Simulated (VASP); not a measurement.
The system is Y.

```xyz
1
Lattice="0.0000 2.4850 2.4850 2.4850 0.0000 2.4850 2.4850 2.4850 0.0000" Properties=species:S:1:pos:R:3 pbc="T T T"
Y     0.0000    0.0000    0.0000
```

This isn't the form of Y at room conditions, which is hcp.

Base run:

| Quantity | Value |
| --- | --- |
| Program | VASP 6.6.1 |
| Functional | PBE |
| Potentials or basis | VASP PAW PBE potentials, release 64 (Y_sv) |
| Cutoff | 520 eV |
| k mesh | 14 × 14 × 14 |
| Occupations | fermi-dirac, width 0.03 eV |
| Spin | no spin polarisation |

Its results: band gap on the k mesh none (metal or under the smearing width); pressure 2.2 GPa.

**Question.** The run is repeated on the same cell with these changes: functional from PBE to PBEsol; further incar settings from ALGO = Fast; EDIFF = 1e-08; NBANDS = 12 to ALGO = Normal; EDIFF = 1e-08; NBANDS = 12. What comes out?

**Answer.** Band gap on the k mesh none (metal or under the smearing width); pressure 0.0 GPa.

Caveats: the PAW data sets were made with another functional, which shifts forces and pressure a little (some runs).
